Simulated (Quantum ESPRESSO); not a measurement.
# CdGeAs2 (I-42d) in Quantum ESPRESSO: further runs

The runs below take CdGeAs2 through band structure, single point, equation of state, with PBEsol, LDA.

Program: Quantum ESPRESSO 7.5. These are calculated values, not measurements. Logs are shortened: lines on timing, memory, paths and dates and some standing lists are left out, and cuts for length are marked.

**What was measured.**

A printed reference work, data compilation, original work of 1975 reports, for a bulk crystal of CdGeAs2 at 300 K: band gap 0.57 eV (direct).

The results are compared with them further down.

**1. The structure**

The structure is tetragonal, space group I-42d (No. 122). The conventional cell has a = 5.978 Å, b = 5.978 Å, c = 11.329 Å, α = 90.00°, β = 90.00°, γ = 90.00°. Cd (site symmetry -4) is surrounded by 4 As at 2.65 Å. As (site symmetry 2) has 2 Ge at 2.45 Å and 2 Cd at 2.65 Å as nearest neighbours. Ge (site symmetry -4) is surrounded by 4 As at 2.45 Å.

The cell is a database's computed one.

**2. Band structure, PBEsol**

pw.in

```
&CONTROL
  calculation = 'scf'
  prefix = 'pwscf'
  outdir = './tmp'
  pseudo_dir = './pseudo'
  tprnfor = .true.
  tstress = .true.
  disk_io = 'low'
/
&SYSTEM
  ibrav = 0
  celldm(1) = 8
  nat = 8
  ntyp = 3
  ecutwfc = 45
  ecutrho = 360
  nbnd = 48
  occupations = 'smearing'
  smearing = 'fd'
  degauss = 0.00367493
/
&ELECTRONS
  conv_thr = 1.6d-09
  electron_maxstep = 120
  mixing_beta = 0.5
/
ATOMIC_SPECIES
Cd   112.4140 cd_pbesol_v1.uspp.F.UPF
As    74.9216 as_pbesol_v1.uspp.F.UPF
Ge    72.6300 ge_pbesol_v1.4.uspp.F.UPF
CELL_PARAMETERS alat
 -0.7060192930691   0.7060192930691   1.3379961767520
  0.7060192930691  -0.7060192930691   1.3379961767520
  0.7060192930691   0.7060192930691  -1.3379961767520
ATOMIC_POSITIONS crystal
Cd     0.5000000000    0.5000000000    0.0000000000
Cd     0.2500000000    0.7500000000    0.5000000000
As     0.0962175700    0.1250000000    0.4712175700
As     0.3750000000    0.9037824300    0.0287824300
As     0.6537824300    0.6250000000    0.5287824300
As     0.8750000000    0.3462175700    0.9712175700
Ge     0.7500000000    0.2500000000    0.5000000000
Ge     0.0000000000    0.0000000000    0.0000000000
K_POINTS automatic
6 6 6 0 0 0
```

bands.in

```
&CONTROL
  calculation = 'bands'
  prefix = 'pwscf'
  outdir = './tmp'
  pseudo_dir = './pseudo'
  disk_io = 'low'
  verbosity = 'high'
/
&SYSTEM
  ibrav = 0
  celldm(1) = 8
  nat = 8
  ntyp = 3
  ecutwfc = 45
  ecutrho = 360
  nbnd = 48
  occupations = 'smearing'
  smearing = 'fd'
  degauss = 0.00367493
/
&ELECTRONS
  conv_thr = 1d-08
  electron_maxstep = 120
  mixing_beta = 0.5
  diago_full_acc = .true.
  startingwfc = 'random'
/
ATOMIC_SPECIES
Cd   112.4140 cd_pbesol_v1.uspp.F.UPF
As    74.9216 as_pbesol_v1.uspp.F.UPF
Ge    72.6300 ge_pbesol_v1.4.uspp.F.UPF
CELL_PARAMETERS alat
 -0.7060192930691   0.7060192930691   1.3379961767520
  0.7060192930691  -0.7060192930691   1.3379961767520
  0.7060192930691   0.7060192930691  -1.3379961767520
ATOMIC_POSITIONS crystal
Cd     0.5000000000    0.5000000000    0.0000000000
Cd     0.2500000000    0.7500000000    0.5000000000
As     0.0962175700    0.1250000000    0.4712175700
As     0.3750000000    0.9037824300    0.0287824300
As     0.6537824300    0.6250000000    0.5287824300
As     0.8750000000    0.3462175700    0.9712175700
Ge     0.7500000000    0.2500000000    0.5000000000
Ge     0.0000000000    0.0000000000    0.0000000000
K_POINTS crystal
60
 0.0000000000  0.0000000000  0.0000000000 1
 0.0000000000  0.0000000000  0.0625000000 1
 0.0000000000  0.0000000000  0.1250000000 1
 0.0000000000  0.0000000000  0.1875000000 1
 0.0000000000  0.0000000000  0.2500000000 1
 0.0000000000  0.0000000000  0.3125000000 1
 0.0000000000  0.0000000000  0.3750000000 1
 0.0000000000  0.0000000000  0.4375000000 1
 0.0000000000  0.0000000000  0.5000000000 1
-0.0696086806  0.0696086806  0.5000000000 1
-0.1392173611  0.1392173611  0.5000000000 1
-0.1843151910  0.1843151910  0.4549021701 1
-0.2294130208  0.2294130208  0.4098043403 1
-0.2745108507  0.2745108507  0.3647065104 1
-0.3196086806  0.3196086806  0.3196086806 1
-0.2796575955  0.2796575955  0.2796575955 1
-0.2397065104  0.2397065104  0.2397065104 1
-0.1997554253  0.1997554253  0.1997554253 1
-0.1598043403  0.1598043403  0.1598043403 1
-0.1198532552  0.1198532552  0.1198532552 1
-0.0799021701  0.0799021701  0.0799021701 1
-0.0399510851  0.0399510851  0.0399510851 1
 0.0000000000  0.0000000000  0.0000000000 1
 0.0833333333  0.0833333333 -0.0833333333 1
 0.1666666667  0.1666666667 -0.1666666667 1
 0.2500000000  0.2500000000 -0.2500000000 1
 0.3333333333  0.3333333333 -0.3333333333 1
 0.4166666667  0.4166666667 -0.4166666667 1
 0.5000000000  0.5000000000 -0.5000000000 1
 0.4549021701  0.5450978299 -0.4549021701 1
 0.4098043403  0.5901956597 -0.4098043403 1
 0.3647065104  0.6352934896 -0.3647065104 1
 0.3196086806  0.6803913194 -0.3196086806 1
 0.2130724537  0.6202608796 -0.2130724537 1
 0.1065362269  0.5601304398 -0.1065362269 1
 0.0000000000  0.5000000000  0.0000000000 1
 0.0357142857  0.4642857143  0.0357142857 1
 0.0714285714  0.4285714286  0.0714285714 1
 0.1071428571  0.3928571429  0.1071428571 1
 0.1428571429  0.3571428571  0.1428571429 1
 0.1785714286  0.3214285714  0.1785714286 1
 0.2142857143  0.2857142857  0.2142857143 1
 0.2500000000  0.2500000000  0.2500000000 1
 0.3125000000  0.3125000000  0.1526956597 1
 0.3750000000  0.3750000000  0.0553913194 1
 0.4375000000  0.4375000000 -0.0419130208 1
 0.5000000000  0.5000000000 -0.1392173611 1
 0.5000000000  0.5000000000 -0.1843151910 1
 0.5000000000  0.5000000000 -0.2294130208 1
 0.5000000000  0.5000000000 -0.2745108507 1
 0.5000000000  0.5000000000 -0.3196086806 1
 0.5000000000  0.5000000000 -0.3647065104 1
 0.5000000000  0.5000000000 -0.4098043403 1
 0.5000000000  0.5000000000 -0.4549021701 1
 0.5000000000  0.5000000000 -0.5000000000 1
 0.0000000000  0.0000000000  0.5000000000 1
 0.0625000000  0.0625000000  0.4375000000 1
 0.1250000000  0.1250000000  0.3750000000 1
 0.1875000000  0.1875000000  0.3125000000 1
 0.2500000000  0.2500000000  0.2500000000 1
```

Potentials or basis: GBRV 1.5 PBEsol.

Started as:

```
$ OMP_NUM_THREADS=1 mpirun -n 2 pw.x -nk 2 -in pw.in > pw.out
$ OMP_NUM_THREADS=1 mpirun -n 2 pw.x -nk 2 -in bands.in > bands.out
```

pw.out:

```text
This program is part of the open-source Quantum ESPRESSO suite
     for quantum simulation of materials; please cite
[... 13 lines left out ...]
     --------------------
     sticks:   dense  smooth     PW     G-vecs:    dense   smooth      PW
     Sum        4905    2455    775               157413    55777    9869

     Using Slab Decomposition

     bravais-lattice index     =            0
     lattice parameter (alat)  =       8.0000  a.u.
     unit-cell volume          =    1365.8970 (a.u.)^3
     number of atoms/cell      =            8
     number of atomic types    =            3
     number of electrons       =        72.00
     number of Kohn-Sham states=           48
     kinetic-energy cutoff     =      45.0000  Ry
     charge density cutoff     =     360.0000  Ry
     scf convergence threshold =      1.6E-09
     mixing beta               =       0.5000
     number of iterations used =            8  plain     mixing
     Exchange-correlation= SLA  PW   PSX  PSC
                           (   1   4  10   8   0   0   0)

     celldm(1)=   8.000000  celldm(2)=   0.000000  celldm(3)=   0.000000
     celldm(4)=   0.000000  celldm(5)=   0.000000  celldm(6)=   0.000000

     crystal axes: (cart. coord. in units of alat)
               a(1) = (  -0.706019   0.706019   1.337996 )
               a(2) = (   0.706019  -0.706019   1.337996 )
               a(3) = (   0.706019   0.706019  -1.337996 )

     reciprocal axes: (cart. coord. in units 2 pi/alat)
               b(1) = (  0.000000  0.708196  0.373693 )
               b(2) = (  0.708196  0.000000  0.373693 )
               b(3) = (  0.708196  0.708196  0.000000 )

     PseudoPot. # 1 for Cd read from file:
     cd_pbesol_v1.uspp.F.UPF
     Pseudo is Ultrasoft + core correction, Zval = 12.0
     Generated by new atomic code, or converted to UPF format
     Using radial grid of  889 points,  6 beta functions with:
                l(1) =   0
                l(2) =   0
                l(3) =   1
                l(4) =   1
                l(5) =   2
                l(6) =   2
     Q(r) pseudized with  6 coefficients,  rinner =    1.000   1.000   1.000
                                                       1.000   1.000

     PseudoPot. # 2 for As read from file:
     as_pbesol_v1.uspp.F.UPF
     Pseudo is Ultrasoft + core correction, Zval =  5.0
     Generated by new atomic code, or converted to UPF format
     Using radial grid of  875 points,  6 beta functions with:
                l(1) =   0
                l(2) =   0
                l(3) =   1
                l(4) =   1
                l(5) =   2
                l(6) =   2
     Q(r) pseudized with  8 coefficients,  rinner =    1.300   1.300   1.300
                                                       1.300   1.300

     PseudoPot. # 3 for Ge read from file:
     ge_pbesol_v1.4.uspp.F.UPF
     Pseudo is Ultrasoft + core correction, Zval = 14.0
     Generated by new atomic code, or converted to UPF format
     Using radial grid of  873 points,  6 beta functions with:
                l(1) =   0
                l(2) =   0
                l(3) =   1
                l(4) =   1
                l(5) =   2
                l(6) =   2
     Q(r) pseudized with  8 coefficients,  rinner =    1.400   1.400   1.400
                                                       1.400   1.400

     atomic species   valence    mass     pseudopotential
     Cd               12.00   112.41400     Cd( 1.00)
     As                5.00    74.92160     As( 1.00)
     Ge               14.00    72.63000     Ge( 1.00)

      8 Sym. Ops. (no inversion) found ( 4 have fractional translation)

   Cartesian axes

     site n.     atom                  positions (alat units)
         1        Cd     tau(   1) = (   0.0000000   0.0000000   1.3379962  )
         2        Cd     tau(   2) = (   0.7060193   0.0000000   0.6689981  )
         3        As     tau(   3) = (   0.3530096   0.3123677  -0.3344990  )
         4        As     tau(   4) = (   0.3936515  -0.3530096   1.6724952  )
[... 46 lines left out ...]
     Davidson diagonalization with overlap
     ethr =  7.99E-04,  avg # of iterations =  2.0
[... 69 lines left out ...]
     iteration # 10     ecut=    45.00 Ry     beta= 0.50
     Davidson diagonalization with overlap
     ethr =  3.17E-12,  avg # of iterations =  5.1

     negative rho (up, down):  4.285E-02 0.000E+00

     End of self-consistent calculation

          k = 0.0000 0.0000 0.0000 (  6927 PWs)   bands (ev):

   -18.4851 -18.4851 -18.4851 -18.4812 -18.4783 -18.4783 -18.4603 -18.4587
   -18.4572 -18.4556  -6.4950  -4.3532  -4.3532  -4.3450  -2.8709  -1.9759
    -1.9381  -1.9381  -1.8469  -1.7889  -1.7839  -1.7563  -1.5435  -1.5435
    -1.5341  -0.2275   2.2879   2.3777   2.3777   2.7375   3.2538   4.2361
     4.2361   6.0885   6.2396   6.2396   6.4582   7.6259   8.0483   9.2356
     9.2356   9.6607  10.2011  10.8885  11.1777  11.1777  12.3185  12.3185

          k = 0.1180 0.1180 0.0000 (  6959 PWs)   bands (ev):
[... 73 lines left out ...]
   -18.4852 -18.4850 -18.4831 -18.4816 -18.4794 -18.4791 -18.4597 -18.4593
   -18.4565 -18.4561  -5.8177  -5.3695  -4.5339  -4.4734  -2.1848  -2.1185
    -1.9523  -1.9310  -1.8472  -1.8393  -1.7871  -1.7599  -1.7362  -1.6999
    -0.9303  -0.2410   1.6063   1.8007   3.1107   3.4453   3.6840   4.2366
     4.7726   5.0498   5.6040   5.7766   7.1523   7.9869   8.8051   8.8785
     9.8505  10.0189  10.7572  10.9912  11.0071  11.7737  11.8357  12.0438

          k = 0.1180-0.1180 0.1246 (  6969 PWs)   bands (ev):

   -18.4852 -18.4852 -18.4845 -18.4814 -18.4785 -18.4784 -18.4602 -18.4590
   -18.4570 -18.4557  -6.2843  -4.8037  -4.4279  -4.3918  -2.5106  -2.0251
    -1.9585  -1.9299  -1.8284  -1.8094  -1.8003  -1.7623  -1.6571  -1.6106
    -1.3183  -0.1463   2.0155   2.5472   2.7475   3.1513   3.2893   3.8545
     4.4104   4.7335   5.9188   6.1225   7.3112   8.0486   8.6602   8.8618
     9.3708   9.8430  10.2589  10.6009  11.0401  11.3426  12.5341  12.6236

          k =-0.3541-0.0000-0.1868 (  6984 PWs)   bands (ev):

   -18.4855 -18.4850 -18.4837 -18.4807 -18.4805 -18.4779 -18.4599 -18.4592
   -18.4567 -18.4559  -6.0002  -5.2220  -4.4894  -4.4158  -2.2624  -2.1866
    -1.9610  -1.9359  -1.8868  -1.8529  -1.7877  -1.7688  -1.7391  -1.5988
    -1.1357   0.3639   2.2314   2.3128   2.5276   2.8408   3.6020   3.7480
     4.2586   4.8301   5.1202   5.7048   8.1242   8.3554   8.9864   9.7279
    10.1605  10.3535  10.6014  10.9134  11.2984  11.4094  11.7322  11.9023
[... 156 lines left out ...]
   -18.4858 -18.4858 -18.4831 -18.4831 -18.4776 -18.4776 -18.4599 -18.4599
   -18.4561 -18.4561  -5.7330  -5.7330  -4.3617  -4.3617  -2.1556  -2.1556
    -1.8799  -1.8799  -1.8321  -1.8321  -1.7631  -1.7631  -1.6825  -1.6825
    -0.8245  -0.8245   2.7072   2.7072   2.9806   2.9806   4.0853   4.0853
     4.5193   4.5193   5.3830   5.3830   7.7257   7.7257   7.9371   7.9371
     8.9925   8.9925   9.3722   9.3722  12.2224  12.2224  12.4678  12.4678

     the Fermi energy is     6.4297 ev

!    total energy              =    -815.31118282 Ry
     estimated scf accuracy    <          2.2E-10 Ry
     smearing contrib. (-TS)   =      -0.00008100 Ry
     internal energy E=F+TS    =    -815.31110182 Ry

     The total energy is F=E-TS. E is the sum of the following terms:
     one-electron contribution =    -387.10560492 Ry
     hartree contribution      =     247.93239077 Ry
     xc contribution           =    -318.37612452 Ry
     ewald contribution        =    -357.76176315 Ry

     convergence has been achieved in  10 iterations

     negative rho (up, down):  4.285E-02 0.000E+00

     Forces acting on atoms (cartesian axes, Ry/au):

     atom    1 type  1   force =    -0.00000000    0.00000000    0.00000000
     atom    2 type  1   force =     0.00000000    0.00000000    0.00000000
     atom    3 type  2   force =     0.00000000    0.00674618   -0.00000000
     atom    4 type  2   force =    -0.00674618    0.00000000    0.00000000
     atom    5 type  2   force =     0.00000000   -0.00674618   -0.00000000
     atom    6 type  2   force =     0.00674618    0.00000000    0.00000000
     atom    7 type  3   force =     0.00000000    0.00000000    0.00000000
     atom    8 type  3   force =    -0.00000000   -0.00000000   -0.00000000

     Total force =     0.013492     Total SCF correction =     0.000008

     Computing stress (Cartesian axis) and pressure

     negative rho (up, down):  4.285E-02 0.000E+00
          total   stress  (Ry/bohr**3)                   (kbar)     P=       -4.95
  -0.00003493   0.00000000  -0.00000000           -5.14        0.00       -0.00
   0.00000000  -0.00003493  -0.00000000            0.00       -5.14       -0.00
  -0.00000000  -0.00000000  -0.00003118           -0.00       -0.00       -4.59

=------------------------------------------------------------------------------=
   JOB DONE.
=------------------------------------------------------------------------------=
```

Wall time 11 min (2 MPI ranks of Arm Neoverse V2, shared host); peak memory 0.92 GiB.

What came out:

```
Free energy             : -11092.8738 eV
Pressure                : -0.5 GPa
Largest force           : 0.173 eV/Å
Band gap on the k mesh  : 0.19 eV, indirect (least direct gap 0.22 eV)
Band gap along the path : 0.07 eV, indirect (least direct gap 0.22 eV)
```

Forces on the atoms (eV/Å):
```
Cd   0.000  0.000  0.000
Cd   0.000  0.000  0.000
As   0.000  0.173  0.000
As  -0.173  0.000  0.000
As   0.000 -0.173  0.000
As   0.173  0.000  0.000
Ge   0.000  0.000  0.000
Ge   0.000  0.000  0.000
```

Levels at the corners of the path, in eV from the valence-band top:
| point | band 33 | band 34 | band 35 | band 36 | band 37 | band 38 | band 39 | band 40 |
| --- | --- | --- | --- | --- | --- | --- | --- | --- |
| Γ | -2.15 | -0.30 | -0.15 | -0.15 | 0.07 | 1.24 | 1.66 | 2.85 |
| X | -1.09 | -1.09 | -0.59 | -0.59 | 0.60 | 0.60 | 2.39 | 2.39 |
| Y | -1.19 | -1.19 | -0.92 | -0.92 | 1.02 | 1.02 | 2.85 | 2.85 |
| S | -2.07 | -1.79 | -1.02 | -0.50 | 1.36 | 1.92 | 2.04 | 2.66 |
| Γ | -2.15 | -0.30 | -0.15 | -0.15 | 0.07 | 1.24 | 1.66 | 2.85 |
| Z | -1.87 | -1.87 | -1.00 | -1.00 | 1.34 | 1.34 | 1.55 | 1.55 |
| S1 | -2.07 | -1.79 | -1.02 | -0.50 | 1.36 | 1.92 | 2.04 | 2.66 |
| N | -2.13 | -1.56 | -1.27 | -0.68 | 1.74 | 1.97 | 2.60 | 3.34 |
| P | -1.03 | -1.03 | -0.99 | -0.99 | 1.35 | 1.35 | 1.94 | 1.94 |
| Y1 | -1.19 | -1.19 | -0.92 | -0.92 | 1.02 | 1.02 | 2.85 | 2.85 |
| Z | -1.87 | -1.87 | -1.00 | -1.00 | 1.34 | 1.34 | 1.55 | 1.55 |
| X | -1.09 | -1.09 | -0.59 | -0.59 | 0.60 | 0.60 | 2.39 | 2.39 |
| P | -1.03 | -1.03 | -0.99 | -0.99 | 1.35 | 1.35 | 1.94 | 1.94 |

Caveat: the mesh misses the band edges, which the band path finds closer together.

(Continued in part 2 of 2.)
